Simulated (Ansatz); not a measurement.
GaAs, 2 atoms in the cell. Symmetry: I4/mmm, No. 139, tetragonal system. The conventional cell has a = 3.762 Å, b = 3.762 Å, c = 6.052 Å, α = 90.00°, β = 90.00°, γ = 90.00°. Ga (site symmetry 4/mmm) has 6 As at 2.66 to 3.03 Å as nearest neighbours. Around As (site symmetry 4/mmm) lie 6 Ga at 2.66 to 3.03 Å. The cell was built by a generator and needn't be a form met in nature.

```yaml
Program: Ansatz 0.2.0
Task: single point
Functional: HSE06
Potentials_or_basis: Ansatz PAW
Cutoff: "420 eV (not typed: the program's choice for these potentials)"
k_mesh: 4 × 4 × 4
Occupations: fermi-dirac, width 0.05 eV
Spin: spin-orbit coupling, no magnetisation
```

Potentials or basis: Ansatz PAW.

Run with:

```bash
$ ansatz run input.yaml --threads 2 --pin off --max-ram 5632MiB --backend cpu --events-out ev --progress --plain --runs-dir out
```

Hardware: 2 threads of Arm Neoverse V1, on a shared host.

Question: Estimate the wall time of this run.

Answer: Run time: 94 s on 2 threads of Arm Neoverse V1, with other jobs on the host, peak memory 1.2 GiB. Counts: scf iterations 21, plane waves 815, k points 13, bands 36.
